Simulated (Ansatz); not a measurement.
# Ruthenium, hcp under r²SCAN: from relaxation to bulk modulus, part 1 of 2

Aim: take ruthenium in the hcp structure, relax it, solve it on a dense k-mesh, switch on spin-orbit coupling, then scale the cell to 7 volumes from 88 to 112 % of the relaxed one and try a fit of the equation of state. The start is ferromagnetic. The k-meshes are 13×13×8 for the relaxation; 22×22×12 for the dense run; 13×13×8 for spin-orbit coupling; 22×22×12 for the volumes. The starting cell is the deposited one, from the Crystallography Open Database.

Computed with Ansatz 0.2.0 (DFT r2SCAN, plane waves (500 eV) with PAW, scalar-relativistic; PAW files made under PBE, frozen cores solved again for the functional, unless a step says otherwise).

**1. The starting structure**

Symmetry: P6_3/mmc, No. 194, hexagonal system. Conventional cell: a = 2.704 Å, b = 2.704 Å, c = 4.282 Å, α = 90.00°, β = 90.00°, γ = 120.00°. Ru (site symmetry -6m2) has 12 Ru at 2.65 to 2.70 Å as nearest neighbours.

As a file:

```cif
data_structure
_symmetry_space_group_name_H-M 'P 1'
_symmetry_Int_Tables_number 1
_cell_length_a 2.7039
_cell_length_b 2.7039
_cell_length_c 4.2817
_cell_angle_alpha 90.000
_cell_angle_beta 90.000
_cell_angle_gamma 120.000
_cell_volume 27.11
loop_
_atom_site_label
_atom_site_type_symbol
_atom_site_fract_x
_atom_site_fract_y
_atom_site_fract_z
_atom_site_occupancy
Ru1 Ru 0.33333 0.66667 0.25000 1
Ru2 Ru 0.66667 0.33333 0.75000 1
```

Starting moments (μB): +1 ×2.

**2. Relaxation of the cell**

input.yaml reads:

```yaml
crystal:
  lattice:
    - [2.7038898633, 0.0, 0.0]
    - [-1.3519449316, 2.3416373106, 0.0]
    - [0.0, 0.0, 4.28168]
  atoms:
    - { symbol: Ru, position: [0.3333333333, 0.6666666667, 0.25], spin: 1.0 }
    - { symbol: Ru, position: [0.6666666667, 0.3333333333, 0.75], spin: 1.0 }
hamiltonian:
  xc: r2scan
  pseudopotentials:
    kind: paw
    azcp:
      Ru: "pseudopotentials/Ru.paw.azcp"
basis:
  ecutwfc: 500
  fft_grid_basis: typed
kpoints:
  mp_grid: { grid: [13, 13, 8], shift: [0, 0, 0] }
magnetization:
  spin_polarized: true
scf:
  occupations: { method: fermi_dirac, width: 0.05 }
relax:
  max_steps: 60
  f_tol: 0.01
  cell: {}
```

Standard output:

```text
Warning: RAYON_NUM_THREADS=4 ignored (pool sized by the plan → 4); use --threads N
Engine: ansatz 0.2.0, aarch64-unknown-linux-gnu
Pseudopotentials: kind: paw
Pseudopotential: Ru, paw, valence charge 16, recommended cutoff 500 eV (meta_gga), <dir>
Functional definition: r2SCAN
  parameter k0 = 0.174
  parameter k1 = 0.065
  parameter a1 = 4.9479
  exchange = r2scan_x(k0 = k0, k1 = k1, a1 = a1)
  correlation = r2scan_c
Crystal: 2 atoms, lattice volume = 27.110 Å³
Basis set: ecut = 500 eV, 687 PW (Γ), exchange–correlation on 80×80×128 points (64 copies of the dense FFT grid, shifted against one another)
Bands: 21, of which v1, the nominal top of the filled ones, is band 16 counted from 1 (15 counted from 0)
Symmetry: 24 space group operations
Space group: P63/mmc (ITA 194), of the structure as read, at distance tolerance 3.0e-5 Å
Magnetic group: BNS 194.263 (UNI 1493), of the structure as read, at distance tolerance 3.0e-5 Å
k-points: 105 of 1352
Non-local potential: Ru, projectors of the file, l = 0: 3, l = 1: 2, l = 2: 2, l = 3: 1
PAW form: soft (Blöchl's): semilocal exchange-correlation on the pseudo side does not see the compensation charge
PAW frozen core: Ru, regenerated for the run's functional (the file was generated under x = pbe(κ = 0.804, μ = 0.2195149727645171), c = pbe(β = 0.06672455060314922))
PAW one-centre angular grid: Ru, 590 points (default); XC on 160 Gauss nodes
Initial density: superposition of atomic densities (chi_scale 0.1, normalization cell)
Starting moments: Σ|m| = 2 μB on 2 of 2 sites
Initial wavefunctions: pseudopotential atomic-orbital guess
Functional: x = r2scan, c = r2scan; τ floored in thin density (d = 2e-4 eV/Å³)
SCF iter   1: F=—  HF=-11782.804130 eV  |F-HF|=—  |Δ(HF+E_count)|=         —  Δρ=7.38e-2 (↑7.38e-2 ↓4.73e-2)  dr2=3.46e0  dr2_τ=4.18e-2  dr2_m=1.42e-1  M=0.967 μB ∫|m|=0.974 μB  β_m=0.58  ethr=3.10e-3  ⟨swp⟩=5.2  Hψ=18552  notcnv=0
Mixer restart at iter 1: flushing history
preconditioner: auto → none  [metal: Δε(μ)=0.008 eV  Ē_g=8.376 eV  σ=0.050 eV  W_gap=0.04  n_scr=8 (ndim 8)  ℏωp=28.5 eV  f_vac=0.000  D(μ)=1.98/eV (n_scr^D=22)  sad-step TF]
SCF iter   2: F=—  HF=-11781.500854 eV  |F-HF|=—  |Δ(HF+E_count)|=    1.30e0  Δρ=4.70e-2 (↑4.70e-2 ↓3.11e-2)  dr2=1.46e0  dr2_τ=1.44e-2  dr2_m=4.90e-2  M=0.802 μB ∫|m|=0.822 μB  β_m=1.00  ethr=3.10e-3  ⟨swp⟩=2.6  Hψ=8275  notcnv=0  defer=70  κ⁻¹=1.0e0(r=1)
SCF iter   3: F=—  HF=-11781.248809 eV  |F-HF|=—  |Δ(HF+E_count)|=   2.52e-1  Δρ=1.13e-2 (↑1.13e-2 ↓8.59e-3)  dr2=6.41e-2  dr2_τ=1.04e-3  dr2_m=1.44e-3  M=0.488 μB ∫|m|=0.549 μB  β_m=1.00  ethr=3.10e-3  ⟨swp⟩=2.5  Hψ=8206  notcnv=0  defer=70  κ⁻¹=4.1e-2(r=2)
SCF iter   4: F=—  HF=-11781.445614 eV  |F-HF|=—  |Δ(HF+E_count)|=         —  Δρ=1.41e-2 (↑1.36e-2 ↓1.41e-2)  dr2=1.25e-2  dr2_τ=4.91e-3  dr2_m=3.92e-2  M=0.071 μB ∫|m|=0.144 μB  β_m=0.36  ethr=2.00e-4  ⟨swp⟩=2.4  Hψ=8272  notcnv=0  defer=71
Mixer restart at iter 4: flushing history
SCF iter   5: F=—  HF=-11781.431964 eV  |F-HF|=—  |Δ(HF+E_count)|=   1.36e-2  Δρ=1.02e-2 (↑1.02e-2 ↓1.02e-2)  dr2=6.24e-3  dr2_τ=5.19e-4  dr2_m=2.17e-2  M=0.046 μB ∫|m|=0.101 μB  β_m=0.33  ethr=3.90e-5  ⟨swp⟩=1.9  Hψ=5824  notcnv=0  defer=69  κ⁻¹=1.0e0(r=1)
SCF iter   6: F=—  HF=-11781.414986 eV  |F-HF|=—  |Δ(HF+E_count)|=   1.70e-2  Δρ=2.81e-3 (↑2.81e-3 ↓2.57e-3)  dr2=3.77e-4  dr2_τ=3.69e-5  dr2_m=1.57e-3  M=0.011 μB ∫|m|=0.040 μB  β_m=0.30  ethr=1.95e-5  ⟨swp⟩=2.0  Hψ=7924  notcnv=0  defer=68  κ⁻¹=8.6e-2(r=2)
SCF iter   7: F=—  HF=-11781.413636 eV  |F-HF|=—  |Δ(HF+E_count)|=   1.35e-3  Δρ=4.75e-4 (↑4.75e-4 ↓4.57e-4)  dr2=1.68e-5  dr2_τ=1.75e-6  dr2_m=4.32e-5  M=0.001 μB ∫|m|=0.016 μB  β_m=0.30  ethr=1.18e-6  ⟨swp⟩=2.0  Hψ=7981  notcnv=0  defer=66  κ⁻¹=4.5e-4(r=3)
SCF iter   8: F=—  HF=-11781.413975 eV  |F-HF|=—  |Δ(HF+E_count)|=   3.39e-4  Δρ=1.83e-4 (↑1.60e-4 ↓1.83e-4)  dr2=4.58e-7  dr2_τ=3.45e-7  dr2_m=7.02e-6  M=0.001 μB ∫|m|=0.007 μB  β_m=0.30  ethr=5.26e-8  ⟨swp⟩=2.4  Hψ=8394  notcnv=0  defer=64  κ⁻¹=7.4e-5(r=4)
SCF iter   9: F=—  HF=-11781.414024 eV  |F-HF|=—  |Δ(HF+E_count)|=   4.91e-5  Δρ=8.89e-5 (↑8.34e-5 ↓8.89e-5)  dr2=1.35e-7  dr2_τ=6.24e-8  dr2_m=1.74e-6  M=0.001 μB ∫|m|=0.004 μB  β_m=0.30  ethr=1.43e-9  ⟨swp⟩=3.1  Hψ=9630  notcnv=0  defer=60  κ⁻¹=5.7e-5(r=5)
SCF iter  10: F=—  HF=-11781.414035 eV  |F-HF|=—  |Δ(HF+E_count)|=   1.08e-5  Δρ=4.04e-5 (↑3.41e-5 ↓4.04e-5)  dr2=1.66e-7  dr2_τ=3.04e-8  dr2_m=1.62e-7  M=0.001 μB ∫|m|=0.001 μB  β_m=1.00  ethr=4.22e-10  ⟨swp⟩=3.0  Hψ=9566  notcnv=0  defer=60  κ⁻¹=3.9e-6(r=6)
SCF iter  11: F=—  HF=-11781.414035 eV  |F-HF|=—  |Δ(HF+E_count)|=   7.48e-7  Δρ=1.78e-5 (↑1.73e-5 ↓1.78e-5)  dr2=5.31e-8  dr2_τ=9.29e-9  dr2_m=2.06e-8  M=0.000 μB ∫|m|=0.000 μB  β_m=0.64  ethr=4.22e-10  ⟨swp⟩=2.0  Hψ=7838  notcnv=0  defer=60  κ⁻¹=1.8e-6(r=7)
SCF iter  12: F=—  HF=-11781.414036 eV  |F-HF|=—  |Δ(HF+E_count)|=   3.02e-7  Δρ=1.11e-5 (↑9.95e-6 ↓1.11e-5)  dr2=2.60e-8  dr2_τ=2.02e-9  dr2_m=7.38e-9  M=0.000 μB ∫|m|=0.000 μB  β_m=0.30  ethr=1.66e-10  ⟨swp⟩=2.3  Hψ=7853  notcnv=0  defer=60  κ⁻¹=1.9e-7(r=8)
SCF iter  13: F=—  HF=-11781.414036 eV  |F-HF|=—  |Δ(HF+E_count)|=   1.83e-7  Δρ=3.14e-6 (↑3.14e-6 ↓2.58e-6)  dr2=1.49e-9  dr2_τ=8.24e-11  dr2_m=1.23e-9  M=-0.000 μB ∫|m|=0.000 μB  β_m=1.00  ethr=8.13e-11  ⟨swp⟩=2.0  Hψ=7634  notcnv=0  defer=60  κ⁻¹=1.2e-8(r=8)
SCF iter  14: F=—  HF=-11781.414036 eV  |F-HF|=—  |Δ(HF+E_count)|=   9.03e-9  Δρ=1.38e-6 (↑1.38e-6 ↓7.69e-7)  dr2=2.13e-10  dr2_τ=4.41e-11  dr2_m=1.58e-10  M=-0.000 μB ∫|m|=0.000 μB  β_m=1.00  ethr=4.65e-12  ⟨swp⟩=2.0  Hψ=7725  notcnv=0  defer=60  κ⁻¹=5.3e-7(r=8)
SCF iter  15: F=—  HF=-11781.414036 eV  |F-HF|=—  |Δ(HF+E_count)|=   1.45e-9  Δρ=1.42e-6 (↑1.42e-6 ↓9.06e-7)  dr2=1.26e-10  dr2_τ=3.71e-11  dr2_m=3.15e-10  M=0.000 μB ∫|m|=0.000 μB  β_m=1.00  ethr=1.00e-12  ⟨swp⟩=1.0  Hψ=12816  notcnv=0  κ⁻¹=1.7e-6(r=8)
SCF iter  16: F=—  HF=-11781.414036 eV  |F-HF|=—  |Δ(HF+E_count)|=   1.49e-9  Δρ=7.72e-7 (↑7.72e-7 ↓4.21e-7)  dr2=5.95e-11  dr2_τ=1.01e-11  dr2_m=8.09e-11  M=0.000 μB ∫|m|=0.000 μB  β_m=0.38  ethr=1.00e-12  ⟨swp⟩=2.0  Hψ=8629  notcnv=0  κ⁻¹=1.2e-6(r=8)
SCF iter  17: F=-11781.414036 eV  HF=-11781.414036 eV  |F-HF|=1.09e-11  |Δ(HF+E_count)|=  6.44e-10  Δρ=1.08e-7 (↑1.08e-7 ↓9.19e-8)  dr2=8.46e-12  dr2_τ=1.45e-13  dr2_m=3.51e-13  M=0.000 μB ∫|m|=0.000 μB  ethr=1.00e-12  ⟨swp⟩=2.0  Hψ=8631  notcnv=0
WARN: the starting moments were not kept: the SCF closed with an absolute magnetisation of 1.2e-6 μB, where they sum to 2 μB in size (2 sites). That is at most 0.1 of that sum. Measured as dr2_m measures the in/out step, that magnetisation stands 2.9e-13 eV from none, at or under the dr2_threshold of 1.0e-7 eV: it is no larger than a step whose dr2_m would equal this threshold. The system may hold no moment; this SCF shows only that its start led to no more than that. To try another start: raise the starting moments (crystal.atoms[].spin, magnetization.per_species, magnetization.initial_magnetization, or on a non-collinear deck that types none of these the spinor_matrix: blocks that start its atoms; where the total moment is fixed, keep their sum and leave initial_magnetization as it is; typed ones take the place of any that the run laid by itself, positive ones on a crystal's lanthanoids without a Hubbard term where scf.initial_density.shell_occupations: [] is typed) or, if the notice of its spin-set hold's release reads "site moments contracting" or "site moments show no strong build", lengthen the hold (scf.mixing.spin_hold: { on: { confirm: 4 } }; for m-r²SCAN on two components see the key's manual first). Each may lead to a state that holds a moment. A second SCF, from the converged charge density, with the starting moments and any scf.initial_density.shell_occupations laid on it anew, would have followed, and was not run: the deck does not ask for one (magnetization.retry_lost_moments is false, the default). To let it run, set magnetization.retry_lost_moments: true and run the deck again, where that key's refused combinations let it; where memory then withholds it, that run's warning says so.
SCF 1 converged in 17 iterations: F = -11781.414036 eV  dr2 = 8.46e-12
relax step   1: F+E_penalty+E_count = -11781.41403582 eV  Δ(F+E_penalty+E_count) = +0.000e0 eV  max|allowed force component| = 1.619e-17 eV/Å  Δτ_max = 0.0000 Å  P = -1.609 GPa  Ω = 27.110 Å³  (17 SCF iters, dr2 threshold 1.00e-7 eV, accepted)
[... 19 lines left out ...]
relax step   2: F+E_penalty+E_count = -11781.41460544 eV  Δ(F+E_penalty+E_count) = -5.696e-4 eV  max|allowed force component| = 2.544e-17 eV/Å  Δτ_max = 0.0000 Å  P = +1.683 GPa  Ω = 26.864 Å³  energy of the carried Pulay correction = +1.539e-4 eV  (11 SCF iters, dr2 threshold 2.00e-7 eV, accepted)
[... 15 lines left out ...]
relax step   3: F+E_penalty+E_count = -11781.41623448 eV  Δ(F+E_penalty+E_count) = -1.629e-3 eV  max|allowed force component| = 3.238e-17 eV/Å  Δτ_max = 0.0000 Å  P = -0.062 GPa  Ω = 26.992 Å³  energy of the carried Pulay correction = +7.331e-5 eV  (10 SCF iters, dr2 threshold 2.00e-7 eV, accepted)
[... 13 lines left out ...]
relax step   4: F+E_penalty+E_count = -11781.41623874 eV  Δ(F+E_penalty+E_count) = -4.258e-6 eV  max|allowed force component| = 3.701e-17 eV/Å  Δτ_max = 0.0000 Å  P = +0.002 GPa  Ω = 26.987 Å³  energy of the carried Pulay correction = +7.649e-5 eV  (8 SCF iters, dr2 threshold 1.89e-8 eV, accepted)
[... 16 lines left out ...]
relax step   5: F+E_penalty+E_count = -11781.41615677 eV  Δ(F+E_penalty+E_count) = +8.197e-5 eV  max|allowed force component| = 1.850e-17 eV/Å  Δτ_max = 0.0000 Å  P = -0.001 GPa  Ω = 26.987 Å³  stress off target by 7.55e-3 GPa  SCF on the basis re-selected at this cell (its energy is not comparable with the rows above)  (11 SCF iters)
basis re-selected at this cell: Δ(F+E_penalty+E_count) = +8.197e-5 eV, ΔP = -0.003 GPa vs the last step (what re-selecting the basis moved, of the pressure what is left beyond the Pulay correction that the steps carried, after the strain that the cell walked since its last selection, with what the two solves' SCF thresholds leave and, on support functions, any second-order correction that the steps lacked; it is no measure of the basis error at this ecutwfc). This SCF's stress stands 7.55e-3 GPa from its target on what of the cell is left free (relax.cell.stress_tol is 5.00e-2 GPa) and its largest allowed force component is 1.85e-17 eV/Å (relax.f_tol is 1.00e-2 eV/Å): within both
SCF converged after 11 iterations
Stability not checked: this state was not tested for a lower state beside it, because the mixer in use, unlike msr1, does not test its closes by its own steps (another_mixer; see scf.mixing.algorithm and scf.lower_state_search)
Magnetization: -0.0000 μB (16.0000 up, 16.0000 down)
Absolute magnetization: 0.0000 μB (∫|ρ↑−ρ↓|, with the PAW one-centre terms)
Spin contamination: 0.0000 ħ² per cell (⟨S²⟩ above its minimum at these occupations)
Per-site moments (μB) at R_I (Å): [(-1.061610398109594e-8, 1.0888529592568674), (-1.0616104092056086e-8, 1.0888529592568674)]
Free energy (F): -11781.416157 eV
Harris-Foulkes:  -11781.416157 eV  (|F-HF|=3.64e-12)
Internal energy: -11781.403956 eV  (E = F + TS)
E sigma→0 (E₀):  -11781.410056 eV
Entropy (-TS):   -0.012201 eV (-6.101 meV/atom)
Fermi energy:    23.616140 eV
--- Per-component energies (eV) ---
  E_band       = -133.105684
  E_kinetic    = 1028.651341
  E_local      = -2500.905403  (includes V_loc(G=0)·N_el)
  E_nonlocal   = 685.595913
  E_hartree    = 803.375093
  E_xc         = -368.667467
  E_vxc        = -534.117956  (∫ρ·V_xc dr)
  E_paw        = -6957.718559  (= ΣΔE_a)
  E_vpaw       = -456.664645  (= ΣTr[D̂ρ^β])
  E_aug_tail   = 0.000198  (compensation charges beyond the density's cutoff)
  E_vtau       = 37.584714  (kinetic-family band-sum trace: ∫τ·v_τ [+ j·A + Jᵃ·Aᵃ] dr)
  E_ewald      = -4471.113158
  E_core_change = -0.621911  (= ΣΔE_core)
  E_smearing   = -0.012201  (= −TS)
  E_closure    = 0.000000  (closes the sum)
  Σ components = -11781.416157   (vs F -11781.416157, Δ=0.00e0)
--- Forces (eV/Å), atoms counted from 1 ---
  atom   1  Ru     0.00000000    -0.00000000     0.00000000
  atom   2  Ru    -0.00000000     0.00000000     0.00000000
  max |Σ_I F_I| component: 9.25e-18 eV/Å
--- Stress (GPa, compression-positive) ---
        0.002357       0.000000       0.000000
        0.000000       0.002357       0.000000
        0.000000       0.000000      -0.007554
  P = ⅓ Tr σ = -0.0009 GPa (-0.009 kbar)
--- Relaxed structure (4 steps of the walk, 4 accepted, 1 SCFs on fresh bases) ---
  F+E_penalty+E_count = -11781.41615677 eV   max|allowed force component| = 1.850e-17 eV/Å   (the final SCF, on the basis selected at the relaxed cell)
  cell:  # Å, volume = 26.9869 Å³
    - [2.7061557017389366, -2.8891710376570877e-11, 0.0]
    - [-1.3530778508444474, 2.343599584316469, 0.0]
    - [0.0, 0.0, 4.2551733743927755]
  atoms:
    - { symbol: Ru, position: [0.33333333333333326, 0.6666666666666665, 0.24999999999999997] }
    - { symbol: Ru, position: [0.6666666666666665, 0.33333333333333326, 0.7499999999999999] }
```

Run time: 19 s. Hardware: 4 threads of an Arm CPU, shared host; peak memory 0.46 GiB.

Step by step:

| step | energy change (meV/atom) | largest force (eV/Å) | pressure (GPa) | volume (Å³/atom) |
| --- | --- | --- | --- | --- |
| 1 | 0.00 | 0.0000 | -1.61 | 13.555 |
| 2 | -0.28 | 0.0000 | 1.68 | 13.432 |
| 3 | -1.10 | 0.0000 | -0.06 | 13.496 |
| 4 | -1.10 | 0.0000 | 0.00 | 13.493 |
| 5 | -1.06 | 0.0000 | 0.00 | 13.493 |

Steps that repeat a cell are solved on a basis chosen anew, so their changes of energy are no gain of the relaxation.

The cell of the run, before and after:

|  | before | after | change |
| --- | --- | --- | --- |
| a (Å) | 2.704 | 2.706 | +0.1 % |
| b (Å) | 2.704 | 2.706 | +0.1 % |
| c (Å) | 4.282 | 4.255 | -0.6 % |
| volume (Å³/atom) | 13.555 | 13.493 | -0.5 % |
| shortest distance (Å) | 2.650 | 2.640 | -0.4 % |
| space group (spins left aside) | P6_3/mmc | P6_3/mmc | same |

**3. Dense single point**

input.yaml reads:

```yaml
crystal:
  lattice:
    - [2.7061557017, 0.0, 0.0]
    - [-1.3530778508, 2.3435995843, 0.0]
    - [0.0, 0.0, 4.2551733744]
  atoms:
    - { symbol: Ru, position: [0.3333333333, 0.6666666667, 0.25], spin: 1.0 }
    - { symbol: Ru, position: [0.6666666667, 0.3333333333, 0.75], spin: 1.0 }
hamiltonian:
  xc: r2scan
  pseudopotentials:
    kind: paw
    azcp:
      Ru: "pseudopotentials/Ru.paw.azcp"
basis:
  ecutwfc: 500
  fft_grid_basis: typed
kpoints:
  mp_grid: { grid: [22, 22, 12], shift: [0, 0, 0] }
magnetization:
  spin_polarized: true
scf:
  occupations: { method: fermi_dirac, width: 0.05 }
```

Standard output (excerpt; [...] marks lines left out):

```text
Warning: RAYON_NUM_THREADS=4 ignored (pool sized by the plan → 4); use --threads N
[...]
[... 3 set-up lines as earlier in the session ...]
[...]
Crystal: 2 atoms, lattice volume = 26.987 Å³
Basis set: ecut = 500 eV, 687 PW (Γ), exchange–correlation on 80×80×128 points (64 copies of the dense FFT grid, shifted against one another)
Bands: 21, of which v1, the nominal top of the filled ones, is band 16 counted from 1 (15 counted from 0)
[... 2 set-up lines as earlier in the session ...]
Magnetic group: BNS 194.263 (UNI 1493), of the structure as read, at distance tolerance 3.0e-5 Å
k-points: 364 of 5808
[...]
Starting moments: Σ|m| = 2 μB on 2 of 2 sites
[...]
SCF iter   1: F=—  HF=-11782.809875 eV  |F-HF|=—  |Δ(HF+E_count)|=         —  Δρ=7.49e-2 (↑7.49e-2 ↓4.72e-2)  dr2=3.45e0  dr2_τ=4.28e-2  dr2_m=1.54e-1  M=0.929 μB ∫|m|=0.938 μB  β_m=0.56  ethr=3.10e-3  ⟨swp⟩=5.2  Hψ=63891  notcnv=0
[...]
SCF iter  16: F=-11781.420131 eV  HF=-11781.420131 eV  |F-HF|=2.04e-10  |Δ(HF+E_count)|=  2.38e-10  Δρ=3.85e-7 (↑3.85e-7 ↓1.72e-7)  dr2=2.55e-11  dr2_τ=2.09e-12  dr2_m=1.53e-11  M=0.000 μB ∫|m|=0.000 μB  ethr=1.00e-12  ⟨swp⟩=2.0  Hψ=26808  notcnv=0
[...]
WARN: the starting moments were not kept: the SCF closed with an absolute magnetisation of 2.1e-6 μB, where they sum to 2 μB in size (2 sites). That is at most 0.1 of that sum. Measured as dr2_m measures the in/out step, that magnetisation stands 2.1e-12 eV from none, at or under the [...]
this state was not tested for a lower state beside it, because the mixer in use, unlike msr1, does not test its closes by its own steps (another_mixer; see scf.mixing.algorithm and scf.lower_state_search)
SCF converged after 16 iterations
Magnetization: 0.0000 μB (16.0000 up, 16.0000 down)
Absolute magnetization: 0.0000 μB (∫|ρ↑−ρ↓|, with the PAW one-centre terms)
Spin contamination: 0.0000 ħ² per cell (⟨S²⟩ above its minimum at these occupations)
Per-site moments (μB) at R_I (Å): [(7.779513609403806e-7, 1.0888529592551597), (7.779513609396582e-7, 1.0888529592551597)]
Free energy (F): -11781.420131 eV
[...]
E sigma→0 (E₀):  -11781.414591 eV
Entropy (-TS):   -0.011080 eV (-5.540 meV/atom)
Fermi energy:    23.573525 eV
[...]
```

It took 16 s on 4 threads of an Arm CPU, shared host; peak memory 0.65 GiB.

**4. Spin-orbit coupling switched on**

input.yaml reads:

```yaml
crystal:
  lattice:
    - [2.7061557017, 0.0, 0.0]
    - [-1.3530778508, 2.3435995843, 0.0]
    - [0.0, 0.0, 4.2551733744]
  atoms:
    - { symbol: Ru, position: [0.3333333333, 0.6666666667, 0.25], spin: 1.0, spin_axis: [0, 0, 1] }
    - { symbol: Ru, position: [0.6666666667, 0.3333333333, 0.75], spin: 1.0, spin_axis: [0, 0, 1] }
hamiltonian:
  xc: r2scan
  pseudopotentials:
    kind: paw_fr
    azcp:
      Ru: "pseudopotentials/Ru.paw.azcp"
basis:
  ecutwfc: 500
  fft_grid_basis: typed
kpoints:
  mp_grid: { grid: [13, 13, 8], shift: [0, 0, 0] }
magnetization:
  noncollinear: true
  spin_orbit: true
scf:
  occupations: { method: fermi_dirac, width: 0.05 }
```

Standard output (excerpt; [...] marks lines left out):

```text
Warning: RAYON_NUM_THREADS=4 ignored (pool sized by the plan → 4); use --threads N
[...]
Pseudopotentials: kind: paw_fr
Pseudopotential: Ru, paw_fr, valence charge 16, recommended cutoff 500 eV (meta_gga), <dir>
[... 1 set-up line as earlier in the session ...]
[...]
Crystal: 2 atoms, lattice volume = 26.987 Å³
Basis set: ecut = 500 eV, 687 PW (Γ), exchange–correlation on 80×80×128 points (64 copies of the dense FFT grid, shifted against one another)
Bands: 40, of which v1, the nominal top of the filled ones, is band 32 counted from 1 (31 counted from 0)
Symmetry: 12 space group operations + 12 with time reversal
Magnetic group: BNS 194.270 (UNI 1500), of the structure as read, at distance tolerance 3.0e-5 Å
k-points: 105 of 1352 (time reversal used)
Projection manifold: j_resolved (fully-relativistic pseudo-atomic orbitals)
[...]
Starting moments: Σ|m| = 2 μB on 2 of 2 sites
[...]
SCF iter  16: F=-11768.456815 eV  HF=-11768.456815 eV  |F-HF|=2.73e-11  |Δ(HF+E_count)|=   5.28e-9  Δρ=1.52e-7  dr2=1.49e-12  dr2_τ=2.07e-13  dr2_m=1.31e-12  ethr=1.00e-12  |M|=4.31e-6 ∫|m|=6.03e-6 μB  |m|>n=0.0e0 m-floor=0.0e0 τ_xc=6.4e-14  ⟨swp⟩=3.0  Hψ=11148  notcnv=0
WARN: the starting moments were not kept: the SCF closed with an absolute magnetisation of 6.0e-6 μB, where they sum to 2 μB in size (2 sites). That is at most 0.1 of that sum. Measured as dr2_m measures the in/out step, that magnetisation stands 1.0e-11 eV from none, at or under the [...]
SCF converged after 16 iterations
Stability not checked: this state was not tested for a lower state beside it, because the mixer in use, unlike msr1, does not test its closes by its own steps (another_mixer; see scf.mixing.algorithm and scf.lower_state_search)
Magnetization: |M| = 0.0000 μB,  M = (+0.0000, -0.0000, +0.0000) μB
Absolute magnetization: 0.0000 μB (∫|m|, with the PAW one-centre terms)
  site 0: m = (-0.0000, +0.0000, +0.0000) μB, |m| = 0.0000 μB  (R = 1.09 Å)
  site 1: m = (+0.0000, -0.0000, +0.0000) μB, |m| = 0.0000 μB  (R = 1.09 Å)
Free energy (F): -11768.456815 eV
[...]
E sigma→0 (E₀):  -11768.450762 eV
Entropy (-TS):   -0.012105 eV (-6.052 meV/atom)
Fermi energy:    23.624453 eV
[...]
```

It took 25 s on 4 threads of an Arm CPU, shared host; peak memory 0.62 GiB.

Side by side:

|  | scalar-relativistic | with spin-orbit coupling |
| --- | --- | --- |
| k-mesh | 22×22×12 | 13×13×8 |
| gap on the mesh | none (levels filled in part) | none (levels filled in part) |
| magnetic state | non-magnetic | non-magnetic |

The meshes differ, so small differences between the columns need not come from spin-orbit coupling.

(Continued in part 2 of 2.)
